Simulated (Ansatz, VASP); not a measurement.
Given: the input of a run of VASP 6.6.1 on TiO2. The cell is a database's computed one, not the measured one.

The input INCAR:

```
ALGO = Normal
EDIFF = 1E-6
EDIFFG = -0.01
ENCUT = 600
GGA = PE
IBRION = 2
ISIF = 3
ISMEAR = -1
IVDW = 13
LASPH = True
LCHARG = False
LREAL = False
LWAVE = False
NELM = 60
NSW = 60
PREC = Accurate
SIGMA = 0.05
```

File KPOINTS:

```
k-points
0
Gamma
  6 6 9
```

Contents of POSCAR:

```
TiO2
1.0
    4.5998373239      0.0000000000      0.0000000000
    0.0000000000      4.5998373239      0.0000000000
    0.0000000000      0.0000000000      2.9592135600
Ti O
2 4
Direct
    0.0000000000      0.0000000000      0.5000000000
    0.5000000000      0.5000000000      0.0000000000
    0.3043213200      0.3043213200      0.5000000000
    0.1956786800      0.8043213200      0.0000000000
    0.8043213200      0.1956786800      0.0000000000
    0.6956786800      0.6956786800      0.5000000000
```

Potentials or basis: VASP PAW PBE potentials, release 64 (Ti_sv, O).

Launch:

```console
$ cat potpaw_PBE.64/Ti_sv/POTCAR potpaw_PBE.64/O/POTCAR > POTCAR
$ mpirun -np 1 vasp_std > vasp.out
```

**Question.** What does the same run look like in Ansatz 0.2.0? Potentials or basis there: Ansatz PAW, cutoff 420 eV.

**Answer.** As run (cutoffs and basis follow the program's own potentials, and thresholds, step limits or extra output files can differ):

The input input.yaml:

```yaml
crystal:
  lattice:
    - [4.5998373239, 0.0, 0.0]
    - [0.0, 4.5998373239, 0.0]
    - [0.0, 0.0, 2.95921356]
  atoms:
    - { symbol: Ti, position: [0.0, 0.0, 0.5] }
    - { symbol: Ti, position: [0.5, 0.5, 0.0] }
    - { symbol: O, position: [0.30432132, 0.30432132, 0.5] }
    - { symbol: O, position: [0.19567868, 0.80432132, 0.0] }
    - { symbol: O, position: [0.80432132, 0.19567868, 0.0] }
    - { symbol: O, position: [0.69567868, 0.69567868, 0.5] }
hamiltonian:
  xc: pbe
  pseudopotentials: { kind: paw }
  dispersion: d4
kpoints:
  mp_grid: { grid: [6, 6, 9] }
scf:
  occupations: { method: fermi_dirac, width: 0.05 }
output:
  forces: true
  stress: true
  write_density: true
  write_potential: true
  elf: true
  volumetric_format: npy
relax:
  f_tol: 0.01
  max_steps: 40
  cell: { stress_tol: 0.05 }
```

Potentials or basis: Ansatz PAW.

Launch:

```console
$ ansatz run input.yaml --threads 2 --pin off --max-ram 5632MiB --backend cpu --events-out ev --progress --plain --runs-dir out
```

Both were run:

|  | VASP | Ansatz |
| --- | --- | --- |
| Relaxed volume | 10.47 Å³/atom | 10.45 Å³/atom |
| Relaxed cell | a = 4.609 Å, b = 4.609 Å, c = 2.958 Å, α = 90.00°, β = 90.00°, γ = 90.00° | a = 4.607 Å, b = 4.607 Å, c = 2.955 Å, α = 90.00°, β = 90.00°, γ = 90.00° |
| Space group after relaxing | P4_2/mnm (No. 136) | P4_2/mnm (No. 136) |
| Pressure after relaxing | 0.0 GPa | 0.0 GPa |

Ansatz's pressure holds a Pulay term of +0.73 GPa for its cutoff of 420 eV, which the other run lacks.

Where Ansatz's input types no cutoff or centring, it takes its own default and a Γ-centred mesh.

Pressure is positive in compression.
